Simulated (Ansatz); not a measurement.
Which of these structures of Ge lies lowest?

These are results of DFT, PBEsol, all-electron LAPW, scalar-relativistic in Ansatz 0.2.0, not measurements.

Each cell is taken as listed (from a database or a relaxation; residual pressures are under 0.6 GPa and forces under 0.08 eV/Å), on meshes of about 0.2 Å⁻¹ spacing; energies are extrapolated to zero smearing, with no zero-point or thermal terms. Other structures, the observed one among them, may be missing from this set and lie lower. No run is spin-polarised.

(1) Order the structures by energy per atom, lowest first, and give the differences.
A.
Space group P6_3/mmc (No. 194). a = 3.998 Å, b = 3.998 Å, c = 6.599 Å, α = 90.00°, β = 90.00°, γ = 120.00°
```csv
atom,site,symmetry,x,y,z
Ge,4f,3m.,0.6667,0.3333,0.0629
```
(MP-relaxed cell mp-1007760; 11×11×6 mesh on the primitive cell, smearing 0.05 eV, P = -0.1 GPa)
B.
```
Ge
1.0
     0.00000    2.83743    2.83743
     2.83743    0.00000    2.83743
     2.83743    2.83743    0.00000
Ge
2
Direct
  0.00000 0.00000 0.00000
  0.25000 0.25000 0.25000
```
(MP-relaxed cell mp-32; 11×11×11 mesh on the primitive cell, smearing 0.05 eV, P = 0.0 GPa)

Results:

(1) B (0 meV/atom), A (15 meV/atom).
